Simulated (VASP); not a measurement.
A run of VASP 6.6.1 is set up as follows.

INCAR

```
ALGO = Normal
AMIX = 0.2
AMIX_MAG = 0.8
BMIX = 1E-4
BMIX_MAG = 1E-4
EDIFF = 1E-7
EDIFFG = -0.005
ENCUT = 600
IBRION = 2
ISIF = 3
ISMEAR = 0
ISPIN = 2
LASPH = T
LCHARG = F
LMAXMIX = 4
LMIXTAU = T
LORBIT = 11
LREAL = F
LWAVE = F
MAGMOM = 2 0
METAGGA = R2SCAN
NELM = 150
NSW = 90
PREC = Accurate
SIGMA = 0.03
```

File KPOINTS:

```
k-points
0
Gamma
  12 12 12
```

Contents of POSCAR:

```
NiO                                     
1.0
   -0.0000000000      2.0933969133      2.0933969133
    2.0933969133     -0.0000000000      2.0933969133
    2.0933969133      2.0933969133      0.0000000000
  Ni              O             
     1     1
Direct
     0.0000000000000000    0.0000000000000000    0.0000000000000000
     0.5000000000000000    0.5000000000000000    0.5000000000000000
```

Potentials or basis: VASP PAW PBE potentials, release 64 (Ni, O).

The run is started by

```console
$ cat potpaw_PBE.64/Ni/POTCAR potpaw_PBE.64/O/POTCAR > POTCAR
$ mpirun -np 1 vasp_std > vasp.out
```

(1) Estimate the site moments.

(2) Estimate the net moment.

(3) Predict the band gap on the k mesh.

Answers

(1) Ni +1.69; O +0.28 μB.

(2) 2.00 μB per cell.

(3) 0.74 eV, indirect (least direct gap 1.75 eV).

Caveat: the relaxation stopped at its first step, so nothing moved; a cell with one magnetic atom can't hold antiferromagnetic order, which such compounds often take.
